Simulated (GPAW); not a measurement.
# C: band structure with r2SCAN

C:

```
CELL_PARAMETERS angstrom
1.23319 0.71198 8.28262
-1.23319 0.71198 8.28262
0.00000 -1.42396 8.28262
ATOMIC_POSITIONS crystal
C 0.08717 0.08717 0.08717
C 0.75385 0.75385 0.75385
C 0.24615 0.24615 0.24615
C 0.91283 0.91283 0.91283
```

This isn't the form of C at room conditions, which is graphite.

```yaml
Program: GPAW 26.7.0
Task: band structure
Functional: r2SCAN
Potentials_or_basis: GPAW PAW data sets (gpaw-data 1.2.1)
Cutoff: 800 eV
Basis: pw
k_mesh: 8 × 8 × 8
Occupations: fermi-dirac, width 0.05 eV
Spin: no spin polarisation
Ranks: 4
Maxiter: 150
Band_path: GLB1,BZGX,QFP1Z,LP
Band_points: 100
```

* Pressure: -3.3 GPa
* Largest force: 0.009 eV/Å
* Band gap along the path: 0.08 eV, direct

Forces in eV/Å, atoms in the order of the input:
```
C    0.000  0.000  0.001
C    0.000  0.000 -0.009
C    0.000  0.000  0.009
C    0.000  0.000 -0.001
```

Stress tensor (GPa, compression positive):
```
-4.45  0.00  0.00
 0.00 -4.45  0.00
 0.00  0.00 -1.12
```

Levels at the corners of the path, in eV from the valence-band top:
```
point  band 5  band 6  band 7  band 8  band 9  band 10  band 11
    Γ   -3.19   -3.19   -3.18   -3.18    3.30     7.09     8.71
    L   -6.75   -6.74   -2.61   -2.27    1.61     2.11     7.69
   B1  -11.02  -11.00   -0.17    0.00    0.08     0.38    10.37
    B  -11.02  -11.00   -0.17    0.00    0.08     0.38    10.37
    Z   -3.19   -3.19   -3.18   -3.18    4.54     4.97     8.71
    Γ   -3.19   -3.19   -3.18   -3.18    3.30     7.09     8.71
    X  -11.02  -11.01   -0.10   -0.02    0.10     0.30    10.37
    Q  -11.02  -11.01   -0.10   -0.02    0.10     0.30    10.37
    F   -6.75   -6.74   -2.54   -2.34    1.71     2.00     7.67
   P1   -6.75   -6.74   -2.56   -2.34    1.69     2.05     7.67
    Z   -3.19   -3.19   -3.18   -3.18    4.54     4.97     8.71
    L   -6.75   -6.74   -2.61   -2.27    1.61     2.11     7.69
    P   -6.75   -6.74   -2.56   -2.34    1.69     2.05     7.67
```

Run time: 12 min on 4 MPI ranks on AMD EPYC 7R43 64-Core Processor (Zen 3), on a shared host, peak memory 0.58 GiB a rank.

Caveat: the PAW data sets were made with another functional, which shifts forces and pressure a little; the program warned that so skewed a cell can give wrong results.
